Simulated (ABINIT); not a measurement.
# Au (Cmcm) in ABINIT: phonons with PBEsol

Aim: the phonons of Au with PBEsol.

All numbers are computed with ABINIT 10.8.3 (patched build); they aren't measurements. Logs are shortened: lines on timing, memory, paths and dates and some standing lists are left out, and cuts for length are marked. The log counts tension as positive stress, the text compression.

### 1 The undisturbed crystal

The structure is orthorhombic, space group Cmcm (No. 63). The conventional cell has a = 2.823 Å, b = 5.112 Å, c = 4.893 Å, α = 90.00°, β = 90.00°, γ = 90.00°. Au (site symmetry m2m) has 12 Au at 2.82 to 2.97 Å as nearest neighbours.

This isn't the form of Au at room conditions, which is fcc.

### 2 Phonons, PBEsol (cell relaxed at zero pressure by an earlier run)

run.abi reads:

```
# Datasets
ndtset 2

# Pseudopotentials
pp_dirpath "./"
pseudos "Au.upf"

# Structure
acell 2.9524655968 2.9524655968 4.71860019 Angstrom
rprim
     0.4694308890    -0.8829692183     0.0000000000
     0.4694308890     0.8829692183     0.0000000000
     0.0000000000     0.0000000000     1.0000000000
ntypat 1
znucl 79
natom 2
typat 1 1
chkprim 0
chksymtnons 0
tolsym 1.0e-6
xred
   0.3424905800   0.6575094200            1/4
   0.6575094200   0.3424905800            3/4

# Plane-wave basis
ecut 38.0
ecutsm 0.5

# k points
ngkpt 12 12 8
nshiftk 1
shiftk 0.0 0.0 0.0

# Exchange and correlation
ixc -116133

# Bands and occupations
nband 27
occopt 3
tsmear 0.00499791

# SCF cycle
nstep 80

# Output
prteig 0
prtebands 0
prtwf 0
prtden 0
prtpot 0

# Dataset 1: ground state
kptopt1 1
tolvrs1 1.0e-15
prtwf1 1
tolwfr1 1.0e-14
nbdbuf1 4
nline1 6

# Dataset 2: response at q = 0 to atomic displacements
rfphon2 1
rfatpol2 1 2
rfdir2 1 1 1
getwfk2 1
kptopt2 2
nqpt2 1
qpt2 0.0 0.0 0.0
tolvrs2 1.0e-9
```

mrgddb.in reads:

```
merged_DDB
Au
2
runo_DS1_DDB
runo_DS2_DDB
```

anaddb.abi reads:

```
ddb_filepath "merged_DDB"
output_file "anaddb.abo"
outdata_prefix "ana"
asr 1
chneut 0
dipdip 0
dieflag 0
enunit 0
eivec 1
nph1l 1
qph1l 0.0 0.0 0.0 1.0
```

Potentials or basis: PseudoDojo NC SR PBEsol v0.4.1 standard.

On the command line:

```sh
$ mpirun --bind-to none -np 4 abinit run.abi > log 2>&1
$ mrgddb < mrgddb.in > mrgddb.log 2>&1
$ anaddb anaddb.abi > anaddb.log 2>&1
```

run.abo:

```text
.Version 10.8.3 of ABINIT
 DATASET    1 : space group Cm c m (# 63); Bravais oC (1-face-center ortho.)
================================================================================
 Values of the parameters that define the memory need for DATASET  1.
     intxc =       0    ionmov =       0      iscf =       7    lmnmax =       7
     lnmax =       7     mgfft =      50  mpssoang =       4    mqgrid =    3001
     natom =       2  nloc_mem =       1    nspden =       1   nspinor =       1
    nsppol =       1      nsym =       8    n1xccc =    2501    ntypat =       1
    occopt =       3   xclevel =       2
       mpw =        2594          nfft =       51200          nkpt =         215
================================================================================
================================================================================

 DATASET    2 : space group Cm c m (# 63); Bravais oC (1-face-center ortho.)
================================================================================
 Values of the parameters that define the memory need for DATASET  2 (RF).
     intxc =       0      iscf =       7    lmnmax =       7     lnmax =       7
     mgfft =      50  mpssoang =       4    mqgrid =    3001     natom =       2
  nloc_mem =       1    nspden =       1   nspinor =       1    nsppol =       1
      nsym =       8    n1xccc =    2501    ntypat =       1    occopt =       3
   xclevel =       2
      nfft =       51200          nkpt =         580
================================================================================
================================================================================

--------------------------------------------------------------------------------
------------- Echo of variables that govern the present computation ------------
--------------------------------------------------------------------------------
 -outvars: echo values of preprocessed input variables --------
            acell      5.5793513741E+00  5.5793513741E+00  8.9168620568E+00 Bohr
              amu      1.96966540E+02
          chkprim           0
      chksymtnons           0
             ecut      3.80000000E+01 Hartree
           ecutsm      5.00000000E-01 Hartree
           getwfk1          0
           getwfk2          1
                       outvar_i_n : Printing only first  50 k-points.
              ixc     -116133
           jdtset        1    2
                       outvar_i_n : Printing only first  50 k-points.
           kptopt1          1
           kptopt2          2
         kptrlatt       12    0    0      0   12    0      0    0    8
          kptrlen      6.28588770E+01
            natom           2
            nband1         27
            nband2         27
           nbdbuf1          4
           nbdbuf2          2
           ndtset           2
            ngfft          32      32      50
             nkpt1        215
             nkpt2        580
            nline1          6
            nline2          4
             nqpt1          0
             nqpt2          1
            nstep          80
             nsym           8
           ntypat           1
                       prtocc : prtvol=0, do not print more k-points.
                       prtocc : prtvol=0, do not print more k-points.
           occopt           3
        optdriver1          0
        optdriver2          1
           prtden           0
        prtebands           0
           prteig           0
            prtwf1          1
            prtwf2          0
           rfphon1          0
           rfphon2          1
            rprim      4.6943088900E-01 -8.8296921830E-01  0.0000000000E+00
                       4.6943088900E-01  8.8296921830E-01  0.0000000000E+00
                       0.0000000000E+00  0.0000000000E+00  1.0000000000E+00
          spgroup          63
           tolsym      1.00000000E-06
           tolvrs1     1.00000000E-15
           tolvrs2     1.00000000E-09
           tolwfr1     1.00000000E-14
           tolwfr2     0.00000000E+00
           tsmear      4.99791000E-03 Hartree
            typat      1  1
                       outvars : Printing only first  50 k-points.
           xangst      1.3859785498E+00  8.2123403030E-01  1.1796500475E+00
                       1.3859785498E+00 -8.2123403030E-01  3.5389501425E+00
            xcart      2.6191198756E+00  1.5519074025E+00  2.2292155142E+00
                       2.6191198756E+00 -1.5519074025E+00  6.6876465426E+00
             xred      3.4249058000E-01  6.5750942000E-01  2.5000000000E-01
[... 218 lines left out ...]
--------------------------------------------------------------------------------
 Perturbation wavevector (in red.coord.)   0.000000  0.000000  0.000000
 Perturbation : displacement of atom   1   along direction   1
 Found     2 symmetries that leave the perturbation invariant.
 symkpt : the number of k-points, thanks to the symmetries,
 is reduced to   370 .

--------------------------------------------------------------------------------

--------------------------------------------------------------------------------

 dfpt_looppert : total number of electrons, from k and k+q
  fully or partially occupied states are    3.800000E+01 and    3.800000E+01.
 Initialisation of the first-order wave-functions :
  ireadwf=   0

--- !BeginCycle
iteration_state: {dtset: 2, }
solver: {iscf: 7, nstep: 80, nline: 4, wfoptalg: 0, }
tolerances: {tolvrs: 1.00E-09, }
...

     iter   2DEtotal(Ha)        deltaE(Ha) residm    vres2
-ETOT  1   1.5520922556378     -3.950E+03 7.618E+00 6.073E+02
 ETOT  2  0.33321239950089     -1.219E+00 2.735E+00 6.403E+01
 ETOT  3  0.30465587415017     -2.856E-02 7.772E-02 2.249E-01
 ETOT  4  0.30449905736475     -1.568E-04 6.633E-01 3.475E-02
 ETOT  5  0.30449963389481      5.765E-07 2.293E-02 4.284E-02
 ETOT  6  0.30448892963375     -1.070E-05 2.029E-01 1.215E-04
 ETOT  7  0.30448889303204     -3.660E-08 7.250E-03 9.571E-07
 ETOT  8  0.30448889256229     -4.698E-10 6.605E-02 1.818E-07
 ETOT  9  0.30448889248044     -8.185E-11 2.404E-03 1.193E-08
 ETOT 10  0.30448889250727      2.683E-11 2.235E-02 8.398E-11

 At SCF step   10       vres2   =  8.40E-11 < tolvrs=  1.00E-09 =>converged.
================================================================================

 ----iterations are completed or convergence reached----

 Mean square residual over all n,k,spin=   24.158E-07; max=  22.346E-03

 2DEtotal=    0.3044888925E+00 Ha. Also 2DEtotal=    0.828556486163E+01 eV
    (2DErelax=   -3.9512468062E+03 Ha. 2DEnonrelax=    3.9515512950E+03 Ha)
    (  non-var. 2DEtotal :    3.0448996804E-01 Ha)

--------------------------------------------------------------------------------
 Perturbation wavevector (in red.coord.)   0.000000  0.000000  0.000000
 Perturbation : displacement of atom   1   along direction   3
 Found     2 symmetries that leave the perturbation invariant.
 symkpt : the number of k-points, thanks to the symmetries,
 is reduced to   320 .

--------------------------------------------------------------------------------

--------------------------------------------------------------------------------

 dfpt_looppert : total number of electrons, from k and k+q
  fully or partially occupied states are    3.800000E+01 and    3.800000E+01.
 Initialisation of the first-order wave-functions :
  ireadwf=   0

--- !BeginCycle
iteration_state: {dtset: 2, }
solver: {iscf: 7, nstep: 80, nline: 4, wfoptalg: 0, }
tolerances: {tolvrs: 1.00E-09, }
...

     iter   2DEtotal(Ha)        deltaE(Ha) residm    vres2
-ETOT  1   9.8792966103734     -1.140E+04 2.051E+01 2.390E+03
 ETOT  2   6.8895680634556     -2.990E+00 9.187E-02 4.193E+02
 ETOT  3   6.7972299242898     -9.234E-02 1.986E-03 9.122E-01
 ETOT  4   6.7967666679430     -4.633E-04 3.149E-04 1.884E-01
 ETOT  5   6.7967334447891     -3.322E-05 4.841E-05 1.248E-02
 ETOT  6   6.7967312497163     -2.195E-06 4.068E-06 1.939E-03
 ETOT  7   6.7967308158364     -4.339E-07 2.428E-06 1.899E-04
 ETOT  8   6.7967307664982     -4.934E-08 1.442E-07 6.936E-07
 ETOT  9   6.7967307663108     -1.874E-10 1.369E-07 6.863E-08
 ETOT 10   6.7967307660289     -2.819E-10 8.218E-09 2.411E-09
 ETOT 11   6.7967307662180      1.892E-10 7.765E-09 1.693E-11

 At SCF step   11       vres2   =  1.69E-11 < tolvrs=  1.00E-09 =>converged.
================================================================================

 ----iterations are completed or convergence reached----

 Mean square residual over all n,k,spin=   10.622E-13; max=  77.652E-10

 2DEtotal=    0.6796730766E+01 Ha. Also 2DEtotal=    0.184948466090E+03 eV
    (2DErelax=   -1.1406199402E+04 Ha. 2DEnonrelax=    1.1412996133E+04 Ha)
    (  non-var. 2DEtotal :    6.7967322758E+00 Ha)

================================================================================

 ---- first-order wavefunction calculations are completed ----

 ==> Compute Derivative Database <==

  Dynamical matrix, in cartesian coordinates,
   if specified in the inputs, asr has been imposed
     j1       j2             matrix element
  dir pert dir pert     real part    imaginary part

   1    1   1    1         0.0048890184        -0.0000000000
   1    1   1    2        -0.0048890184         0.0000000000

   2    1   2    1         0.0111645778        -0.0000000000
   2    1   2    2        -0.0111645778         0.0000000000
[... 10 lines left out ...]
   3    2   3    1        -0.0854837139        -0.0000000000
   3    2   3    2         0.0854837139         0.0000000000

  Phonon wavevector (reduced coordinates) :  0.00000  0.00000  0.00000
 Phonon energies in Hartree :
   0.000000E+00  0.000000E+00  0.000000E+00  1.650249E-04  2.493790E-04
   6.900498E-04
 Phonon frequencies in cm-1    :
   0.000000E+00  0.000000E+00  0.000000E+00  3.621879E+01  5.473236E+01
   1.514484E+02

== END DATASET(S) ==============================================================
================================================================================

 -outvars: echo values of variables after computation  --------
            acell      5.5793513741E+00  5.5793513741E+00  8.9168620568E+00 Bohr
           etotal1    -2.9484384749E+02
           etotal2     6.7967307662E+00
            fcart1    -2.3468663387E-22 -5.9528447017E-06 -0.0000000000E+00
                       2.3468663387E-22  5.9528447017E-06 -0.0000000000E+00
            fcart2     0.0000000000E+00  0.0000000000E+00  0.0000000000E+00
                       0.0000000000E+00  0.0000000000E+00  0.0000000000E+00
            rprim      4.6943088900E-01 -8.8296921830E-01  0.0000000000E+00
                       4.6943088900E-01  8.8296921830E-01  0.0000000000E+00
                       0.0000000000E+00  0.0000000000E+00  1.0000000000E+00
           strten1    -6.2734719329E-05  7.5318060015E-05 -1.4013425440E-05
                       0.0000000000E+00  0.0000000000E+00  0.0000000000E+00
           strten2     0.0000000000E+00  0.0000000000E+00  0.0000000000E+00
                       0.0000000000E+00  0.0000000000E+00  0.0000000000E+00
           xangst      1.3859785498E+00  8.2123403030E-01  1.1796500475E+00
                       1.3859785498E+00 -8.2123403030E-01  3.5389501425E+00
             xred      3.4249058000E-01  6.5750942000E-01  2.5000000000E-01
                       6.5750942000E-01  3.4249058000E-01  7.5000000000E-01
 Calculation completed.
```

Wall time 16 min (4 MPI ranks of Intel Xeon Platinum 8259CL at 2.50GHz (Skylake/Cascade Lake), shared host); peak memory 1.5 GiB.

Results:

| Property | Result |
| --- | --- |
| Free energy | -8023.1098 eV |
| Pressure | 0.0 GPa |
| Band gap on the k mesh | none (metal or under the smearing width) |
| Highest phonon frequency at Γ | 151 cm⁻¹ |

Phonon frequencies in cm⁻¹ (negative: imaginary):
| q point | frequencies |
| --- | --- |
| (0.000, 0.000, 0.000) | 0 0 0 36 55 151 |
